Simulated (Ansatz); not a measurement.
# NaH: the cost of one run

Method: DFT LDA, scalar-relativistic, plane waves, PAW, in Ansatz 0.2.0.

## (1) The structure to begin with

Symmetry: Pm-3m, No. 221, cubic system. Conventional cell: a = 2.873 Å, b = 2.873 Å, c = 2.873 Å, α = 90.00°, β = 90.00°, γ = 90.00°. Na (site symmetry m-3m) is surrounded by 8 H at 2.49 Å. H (site symmetry m-3m) is surrounded by 8 Na at 2.49 Å.

As a file:

```xyz
2
Lattice="2.8735 0.0000 0.0000 0.0000 2.8735 0.0000 0.0000 0.0000 2.8735" Properties=species:S:1:pos:R:3 pbc="T T T"
Na    0.0000    0.0000    0.0000
H     1.4367    1.4367    1.4367
```

The cell was made up by rule, so the compound may not exist in this form.

This is a trial structure, the caesium chloride prototype, and another one may lie lower.

## (2) The reference run: phonons at Γ

input.yaml

```yaml
crystal:
  lattice:
    - [2.8735, 0.0, 0.0]
    - [0.0, 2.8735, 0.0]
    - [0.0, 0.0, 2.8735]
  atoms:
    - { symbol: Na, position: [0.0, 0.0, 0.0] }
    - { symbol: H, position: [0.5, 0.5, 0.5] }
basis:
  ecutwfc: 420
kpoints:
  mp_grid: { grid: [12, 12, 12] }
hamiltonian:
  xc: lda
scf:
  occupations: { method: fixed }
output:
  eigenvalues: true
phonons:
  method: dfpt
  dielectric: true
  rigid_motions: translations
```

Launch:

```
$ ansatz run input.yaml --threads 1 --pin off --max-ram 1228MiB --backend cpu --events-out ev --progress --plain --runs-dir out
```

**Question.** How long does this run take on 1 thread of Arm Neoverse N1, shared host, and how much memory does it need?

About 32 s, with a peak of 0.46 GiB.
